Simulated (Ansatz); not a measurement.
Crystal: SnO2.

```xyz
12
Lattice="-5.3733 5.3733 1.6162 5.3733 -5.3733 1.6162 5.3733 5.3733 -1.6162" Properties=species:S:1:pos:R:3 pbc="T T T"
Sn    3.5579   -1.6004    1.6162
Sn    1.6004    3.5579    1.6162
Sn    3.7729    1.8155    0.0000
Sn    1.8155    6.9737    0.0000
O     1.6650    2.2095    0.0000
O    -3.1638    3.7084    1.6162
O     3.7084    3.1638    1.6162
O     8.5371    1.6650    0.0000
O     5.8350    1.7307    0.0000
O     3.6426    0.4617    1.6162
O     1.7307    4.9116    0.0000
O    -0.4617    3.6426    1.6162
```

Measurements of this composition are mostly on another form, of space group No. 136.

| Property | Result |
| --- | --- |
| Program | Ansatz 0.2.0 |
| Task | relaxation of cell and atoms |
| Functional | RPBE |
| Dispersion | D3(BJ) |
| Potentials or basis | Ansatz PAW |
| Cutoff | 420 eV (not typed: the program's choice for these potentials) |
| k mesh | 9 × 9 × 9 |
| Occupations | fermi-dirac, width 0.05 eV |
| Spin | no spin polarisation |

At the start: volume 15.55 Å³/atom.

Q: Where does the relaxation end?

A: It ends after 9 steps and the volume is 14.67 Å³/atom (-5.7 %); space group I4/m (No. 87, to 0.05 Å).

Step by step:
| step | energy change (eV) | largest force (eV/Å) | volume (Å³) |
| --- | --- | --- | --- |
| 1 | 0.0000 | 0.2298 | 186.66 |
| 2 | -0.2159 | 0.5280 | 174.31 |
| 3 | -0.2608 | 0.1101 | 176.60 |
| 4 | -0.2631 | 0.0708 | 176.42 |
| 5 | -0.2638 | 0.0169 | 176.56 |
| 6 | -0.2642 | 0.0022 | 176.48 |
| 7 | -0.2339 | 0.0021 | 176.48 |
| 8 | -0.2361 | 0.0007 | 176.03 |
| 9 | -0.2344 | 0.0007 | 176.03 |

Final structure:
```xyz
12
Lattice="-5.2702 5.2702 1.5844 5.2702 -5.2702 1.5844 5.2702 5.2702 -1.5844" Properties=species:S:1:pos:R:3 pbc="T T T"
Sn    3.5037   -1.5860    1.5844
Sn    1.5860    3.5037    1.5844
Sn    3.6842    1.7666    0.0000
Sn    1.7666    6.8562    0.0000
O     1.6107    2.1376    0.0000
O    -3.1327    3.6596    1.5844
O     3.6596    3.1327    1.5844
O     8.4029    1.6107    0.0000
O     5.7163    1.6831    0.0000
O     3.5872    0.4461    1.5844
O     1.6831    4.8242    0.0000
O    -0.4461    3.5872    1.5844
```

Caveat: the plane-wave basis is chosen anew once the cell has moved, so the energies of steps on either side of that aren't comparable; the pressure holds a Pulay correction of +0.6 GPa for the finite cutoff; the PAW data sets come from PBE, with cores solved anew for the run's functional, which leaves a small shift of forces and pressure.
